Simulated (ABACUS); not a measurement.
A run of ABACUS 3.10.1 is set up as follows.

File run_abacus.py:

```python
"""ABACUS run from a structure file: ASE reads it, the script writes STRU, KPT and INPUT."""
import re
import subprocess
from ase.io import read
from ase.units import Bohr

atoms = read("BN.xyz")
atoms = atoms[(-atoms.numbers).argsort(kind="stable")]  # ABACUS lists atoms element by element
pseudo = {'N': 'N_ONCV_PBE-1.2.upf', 'B': 'B_ONCV_PBE-1.2.upf'}
orbital = {}
magmoms = None
kmesh = [8, 8, 8]
params = {
    'suffix': 'BN',
    'calculation': 'scf',
    'basis_type': 'pw',
    'pseudo_dir': './',
    'symmetry': 1,
    'dft_functional': 'MGGA_X_TPSS+MGGA_C_TPSS',
    'ecutwfc': 97,
    'pseudo_rcut': 10,
    'nspin': 1,
    'nbands': 14,
    'ks_solver': 'dav',
    'smearing_method': 'fd',
    'smearing_sigma': 0.00367493,
    'scf_thr': 1e-08,
    'scf_nmax': 100,
    'mixing_type': 'broyden',
    'mixing_beta': 0.7,
    'cal_force': 1,
    'cal_stress': 1,
    'mixing_tau': 1,
    'out_chg': 1,
    'kpar': 4,
}

symbols = atoms.get_chemical_symbols()
elements = list(dict.fromkeys(symbols))
lines = ["ATOMIC_SPECIES"] + [f"{e} {atoms.get_masses()[symbols.index(e)]:.4f} {pseudo[e]}" for e in elements]
if orbital:
    lines += ["", "NUMERICAL_ORBITAL"] + [orbital[e] for e in elements]
lines += ["", "LATTICE_CONSTANT", f"{1 / Bohr:.10f}", "", "LATTICE_VECTORS"]
lines += [" ".join(f"{x:.10f}" for x in v) for v in atoms.cell]
lines += ["", "ATOMIC_POSITIONS", "Direct"]
for e in elements:
    lines += ["", e, "0.0", str(symbols.count(e))]
    for i, p in enumerate(atoms.get_scaled_positions(wrap=False)):
        if symbols[i] == e:
            mag = "" if magmoms is None else " mag " + " ".join(str(x) for x in (magmoms[i] if isinstance(magmoms[i], list) else [magmoms[i]]))
            lines.append(" ".join(f"{x:.10f}" for x in p) + " 1 1 1" + mag)
open("STRU", "w").write("\n".join(lines) + "\n")
open("KPT", "w").write("K_POINTS\n0\nGamma\n%d %d %d 0 0 0\n" % tuple(kmesh))
open("INPUT", "w").write("INPUT_PARAMETERS\n" + "".join(f"{k:<20s}{v}\n" for k, v in params.items()))

done = subprocess.run(['mpirun', '-np', '4', 'abacus'])
if done.returncode:
    raise SystemExit(done.returncode)
log = open("OUT.BN/running_scf.log").read()
print("final energy (eV):", re.findall(r"FINAL_ETOT_IS (\S+)", log))
```

Contents of BN.xyz:

```xyz
2
Lattice="0.0000000000 1.8130010000 1.8130010000 1.8130010000 0.0000000000 1.8130010000 1.8130010000 1.8130010000 0.0000000000" Properties=species:S:1:pos:R:3 pbc="T T T"
N      0.9065005000      0.9065005000      0.9065005000
B      0.0000000000      0.0000000000      0.0000000000
```

Potentials or basis: SG15 ONCV 1.2 PBE, plane waves.

The run is started by

```bash
$ OMP_NUM_THREADS=1 python run_abacus.py > log
```

Estimate the pressure.

-0.9 GPa.

What does it give for the band gap on the k mesh?

4.58 eV, indirect (least direct gap 9.19 eV).

Caveat: the potentials were made for another functional, which shifts forces and pressure.

**Experimental background.**

From a printed reference work, monograph, for a bulk crystal of BN at 300 K: band gap 6.4 eV (indirect).

A measured gap of BN is 6.4 eV (indirect; 300 K; a printed reference work, monograph); the calculated 4.58 eV misses it by -1.82 eV. The value is that of TPSS on a finite k mesh, which can miss the band edges, without temperature or zero-point motion. The cell is a database's relaxed one, not the measured one, which moves gaps too.
